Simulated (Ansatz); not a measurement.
AlNi3: phonons across the zone

Method: DFT PBE, scalar-relativistic, plane waves, PAW (Ansatz 0.2.0). Cutoff 420 eV, 20×14×10 k-points (Γ-centred), Fermi-Dirac smearing of 0.15 eV. No spin polarisation. Phonons by linear response, acoustic sum rule imposed.

Equilibrium structure at this level:
```
CELL_PARAMETERS angstrom
2.62344 0.00000 0.00000
0.00000 3.40949 0.00000
0.00000 0.00000 5.12817
ATOMIC_POSITIONS crystal
Al 0.50000 0.50000 0.50000
Ni 0.00000 0.00000 0.75376
Ni 0.00000 0.00000 0.24624
Ni 0.50000 0.50000 0.00000
```

The cell was found from a structure generator's guess, not taken from experiment. In a metal, frequencies and elastic constants depend on the k mesh and the smearing, soft modes and shear constants most. Some empty bands missed the eigensolver's threshold. The q mesh is coarse, so values between its points are rough.

Force constants from linear response on a 4×2×1 q mesh.

Path: Γ–X–S–Y–Γ–Z–U–R–T–Z | X–U | Y–T | S–R. Only the points of the 4×2×1 mesh were computed; the rest is interpolation, which is rough on so few points. On the mesh no mode is imaginary. Distance along the path (Å⁻¹), then the branches (cm⁻¹, negative for imaginary):
```
0.000  0 0 0 156 182 190 213 236 244 252 313 314
0.299  43 62 90 161 190 193 212 235 243 281 309 311
0.599  88 120 148 165 191 206 206 230 248 295 309 347
0.898  129 162 167 173 192 193 215 221 253 279 310 410
1.198  155 158 178 180 192 192 210 220 255 272 311 434
1.428  155 162 166 180 186 192 202 226 254 283 308 434
1.658  146 147 155 164 187 191 215 232 252 300 301 434
1.889  105 130 156 161 190 203 227 237 247 291 312 434
2.119  85 122 156 159 190 210 236 239 240 286 316 434
2.418  99 125 154 158 182 204 210 235 259 294 314 411
2.718  124 134 140 151 176 180 186 221 266 311 314 348
3.017  112 133 146 148 151 164 185 202 257 272 323 326
3.316  98 121 146 150 152 153 187 203 226 252 328 331
3.547  109 127 131 133 154 164 181 197 231 261 326 329
3.777  89 91 125 146 155 173 174 210 242 268 320 323
4.008  46 47 67 156 175 180 208 215 249 262 316 316
4.238  0 0 0 156 182 190 213 236 244 252 313 314
4.391  24 30 39 149 182 187 214 241 242 252 312 314
4.544  47 59 74 134 166 195 214 235 249 251 311 313
4.697  69 87 100 117 144 202 215 226 250 256 309 311
4.851  82 104 105 111 129 204 217 219 249 258 309 311
5.150  98 102 115 139 152 206 217 222 254 278 305 306
5.449  113 134 141 162 173 207 229 236 243 292 297 346
5.749  134 159 168 171 183 197 227 244 251 278 290 409
6.048  149 159 179 181 192 192 211 249 257 271 288 433
6.278  150 157 166 170 190 206 220 237 256 282 287 433
6.509  148 152 153 153 186 219 222 235 252 282 297 434
6.739  135 140 150 154 180 204 232 248 250 275 307 434
6.969  131 135 150 156 178 197 236 245 261 267 311 434
7.269  129 131 134 158 169 213 233 234 266 273 309 410
7.568  108 125 132 133 174 211 218 230 267 292 307 348
7.868  92 113 130 137 163 182 188 239 271 273 307 311
8.167  88 109 150 151 152 153 160 224 251 273 313 314
8.397  61 125 129 137 145 173 189 230 242 265 315 315
8.628  49 106 107 128 163 189 219 222 239 248 315 315
8.858  77 89 104 111 157 200 215 225 246 249 312 312
9.088  82 104 105 111 129 204 217 219 249 258 309 311
9.165  154 158 178 180 192 192 210 221 255 272 310 434
9.318  153 158 179 179 192 192 210 227 256 272 306 433
9.471  151 158 179 180 192 192 211 238 256 272 298 433
9.624  149 159 179 181 192 192 211 247 257 271 290 433
9.701  98 121 146 150 152 153 187 203 226 252 328 331
9.854  99 114 150 150 152 153 177 214 225 255 326 329
10.007  102 103 151 152 153 156 164 225 231 262 322 324
10.160  92 107 151 152 153 154 159 224 245 270 317 317
10.314  88 109 150 151 152 153 160 224 251 273 313 314
10.390  87 123 156 160 190 208 236 240 241 286 316 434
10.543  96 125 156 169 186 193 236 242 251 280 315 434
10.697  112 128 156 174 182 183 236 244 260 271 313 434
10.850  130 130 155 156 178 196 236 245 262 266 311 434
```
